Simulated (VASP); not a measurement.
Wanted: the native input for a VASP 6.6.1 run.

* Task: relaxation of cell and atoms
* Functional: PBE
* Potentials or basis: VASP PAW PBE potentials, release 64 (Ca_sv, O)
* Cutoff: 520 eV
* k mesh: 4 × 4 × 4
* Occupations: gaussian, width 0.1 eV
* Spin: no spin polarisation
* Target pressure: 75 GPa
* Further INCAR settings: ALGO = Normal; EDIFF = 1e-07; IBRION = 2; EDIFFG = -0.002; NSW = 80; ISIF = 3
* Target pressure: 75 GPa

The structure of CaO lies in POSCAR:

```
CaO                                     
1.0
   -0.0000000000      2.1614886856      2.1614886856
    2.1614886856     -0.0000000000      2.1614886856
    2.1614886856      2.1614886856      0.0000000000
  Ca              O             
     1     1
Direct
     0.0000000000000000    0.0000000000000000    0.0000000000000000
     0.5000000000000000    0.5000000000000000    0.5000000000000000
```

These files were run (other wordings do the same):

INCAR

```
SYSTEM = CaO
PREC = Accurate
ENCUT = 520
EDIFF = 1E-7
ISMEAR = 0
SIGMA = 0.1
LREAL = .FALSE.
LASPH = .TRUE.
NELM = 60
ALGO = Normal
ISIF = 3
LWAVE = .FALSE.
LCHARG = .FALSE.
GGA = PE
IBRION = 2
NSW = 80
EDIFFG = -0.002
PSTRESS = 750.0
```

KPOINTS

```
regular mesh
0
G
  4 4 4
  0 0 0
```

Potentials or basis: VASP PAW PBE potentials, release 64 (Ca_sv, O).

The run is started by

```bash
$ cat potpaw_PBE.64/Ca_sv/POTCAR potpaw_PBE.64/O/POTCAR > POTCAR
$ mpirun -np 1 vasp_std > vasp.out
```

Results of the run:

The pressure after relaxing is 75.0 GPa. The band gap on the k mesh is 3.23 eV, indirect (least direct gap 3.41 eV).

Caveat: the k mesh is coarse (spacing up to 0.63 Å⁻¹), so the values aren't converged; the relaxation stopped at its first step, so nothing moved; the cell is relaxed towards a set pressure, so the enthalpy falls and the energy may rise.

Wall time 3.6 s on 1 thread of Intel(R) Xeon(R) 6975P-C (Granite Rapids) (shared host), peak memory 0.14 GiB.
